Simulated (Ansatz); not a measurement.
Isolated molecules relaxed with PBE0-D4/def2-TZVP in Ansatz; ΔE leaves out vibrations. CCSD(T)/CBS adds triple-zeta CCSD(T) − MP2 to the extrapolated MP2 energy (def2 sets, frozen cores). Functionals use def2-TZVPP. One conformer a species, not always the lowest.

Reaction (formal exchange of groups at a C–C bond): `CCCCCCCCC` + `N#CCC#N` → `CCCCCC(C#N)C#N` + `CCCC`

| level | ΔE (kJ/mol) |
| --- | --- |
| ωB97M-V | -22.6 |
| MP2/CBS(def2) | -27.4 |

Problem. What does CCSD(T)/CBS give? (Best estimate.)

Solution. Ansatz gave: -24.4 kJ/mol. The listed levels differ from it by 1.8, -3.0 kJ/mol.

Largest T1 diagnostic among the species: 0.014.

In def2-TZVPP, CCSD(T) changes the Hartree–Fock value by +7.1 kJ/mol (the triples alone add −0.1 kJ/mol) and MP2 by +4.2 kJ/mol. The D4 term adds +4.5 kJ/mol with B3LYP and +2.9 kJ/mol with PBE0; it sums over pairs of atoms, weighted by their polarisabilities, and B3LYP, whose exchange is more repulsive, gets the larger term.

B3LYP here is the variant with VWN-RPA as its local correlation; programs differ in this.

CCSD(T)/CBS has its own doubt, a few kJ/mol and more with outer-core shells, so smaller differences from it don't rank the levels.
